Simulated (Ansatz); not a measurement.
From three elastic constants to directional properties of BAs

Level of theory: DFT PBEsol, scalar-relativistic, plane waves, PAW (Ansatz). Plane waves to 420 eV; Γ-centred k mesh 10×10×10; fixed occupations. No spin polarisation.

The cell, relaxed at this level:
```yaml
crystal:
  lattice:
    - [0.00000, 2.38394, 2.38394]
    - [2.38394, 0.00000, 2.38394]
    - [2.38394, 2.38394, 0.00000]
  atoms:
    - { symbol: B, position: [0.00000, 0.00000, 0.00000] }
    - { symbol: As, position: [0.25000, 0.25000, 0.25000] }
```

With ions relaxed, on the cubic axes: C11 = 277.8, C12 = 71.8, C44 = 150.0 GPa. The density is 5.254 g/cm³.

Problem. Is the crystal stable against strain, and how anisotropic is it?

Solution. Born's conditions hold: C11 + 2C12 = 421.4, C11 − C12 = 206.0 and C44 = 150.0 GPa are all positive. B = (C11 + 2C12)/3 = 140.5 GPa. The two shear moduli are C44 and C′ = (C11 − C12)/2 = 103.0 GPa, so Zener's ratio is A = C44/C′ = 1.46: the tetragonal shear C′ is the soft one, as in many fcc and bcc metals and zincblende crystals. The Cauchy pressure C12 − C44 is -78.3 GPa; it would vanish for pair forces between atoms on inversion centres at zero pressure, and a negative value is usual with directional bonding, though many-body forces give one in some ionic oxides too.

Problem. Give the sound speeds along the three symmetry directions.

Solution. The Christoffel equation gives ρv² for each branch:
```
direction branch                    ρv²    GPa v (m/s)
    [100]              L                    C11  277.8     7271
    [100]         T (×2) C44  150.0     5344
    [110]              L   (C11 + C12 + 2C44)/2  324.8     7863
    [110]   T, u ∥ [001]                    C44  150.0     5344
    [110]  T, u ∥ [1-10]          (C11 − C12)/2  103.0     4428
    [111]              L  (C11 + 2C12 + 4C44)/3  340.5     8051
    [111]         T (×2) (C11 − C12 + C44)/3  118.7     4753
```

In a piezoelectric crystal some branches stiffen further, which is left out.

Problem. How does Young's modulus depend on direction?

Solution. Inverting gives S11 = 4.027, S12 = -0.827, S44 = 6.665 TPa⁻¹. Along a unit vector (l, m, n), 1/E = S11 − 2(S11 − S12 − S44/2)(l²m² + m²n² + n²l²), where the last bracket is 0, 1/4 and 1/3 for [100], [110] and [111]: E = 248, 306 and 332 GPa. With A > 1 the body diagonal is stiffest. For a film on (001), the biaxial modulus is C11 + C12 − 2C12²/C11 = 312 GPa and the normal strain is −2C12/C11 = -0.52 times the in-plane one.

The anisotropy of BAs follows from its tetrahedral sp³ network. A tetragonal shear leaves the bond lengths unchanged to first order and only bends the bond angles, so C′, at 103.0 GPa, measures mainly angular stiffness. The shear behind C44 also stretches some bonds and compresses others; the relative shift of the B and As sublattices relieves part of this, but C44 remains the larger modulus. Pulling along [111] loads one set of bonds head-on, whereas pulling along [100] can be accommodated largely by bending, hence the rise in Young's modulus from 248 to 332 GPa. That C′ is still sizeable suggests strongly directional bonding, as expected for the small electronegativity difference between boron and arsenic. The sound speeds combine these stiff bonds with the mass density, to which heavy arsenic contributes most. The positive elastic moduli establish stability against small homogeneous strains only, not against short-wavelength phonons or decomposition into arsenic and a boron-rich arsenide.
